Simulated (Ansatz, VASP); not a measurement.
**Mn: VASP beside Ansatz**

```
Mn
1.0
     0.00000    1.73002    1.73002
     1.73002    0.00000    1.73002
     1.73002    1.73002    0.00000
Mn
1
Direct
  0.50000 0.50000 0.50000
```

Alike in both runs: functional PBEsol; k mesh 28 × 28 × 28; occupations gaussian, width 0.1 eV; no spin polarisation.

Ansatz relaxed the structure, and its values are those at the end. VASP's run is a single point on that final structure, the one shown.

|  | VASP | Ansatz |
| --- | --- | --- |
| version | VASP 6.6.1 | Ansatz 0.2.0 |
| potentials or method | VASP PAW PBE potentials, release 64 (Mn_pv) | scalar-relativistic, plane waves, PAW |
| plane-wave cutoff (eV) | 520 | 420 |
| valence electrons in the cell | 13 | 15 |

|  | VASP | Ansatz | Ansatz less VASP |
| --- | --- | --- | --- |
| gap on the k mesh at the Fermi level (eV) | none | none | - |
| pressure (GPa) | 0.0 | 0.0 | +0.04 |

A gap of «none» marks a metal or a gap that the smearing closes. The two sets of potentials don't hold the same shells in valence.

Caveats: the PAW data sets were made with another functional, which shifts forces and pressure a little (VASP); the run has no spin polarisation, though such a crystal can be magnetic. Spin polarisation is off, so any magnetic state and its effect on volume and gap are missing.
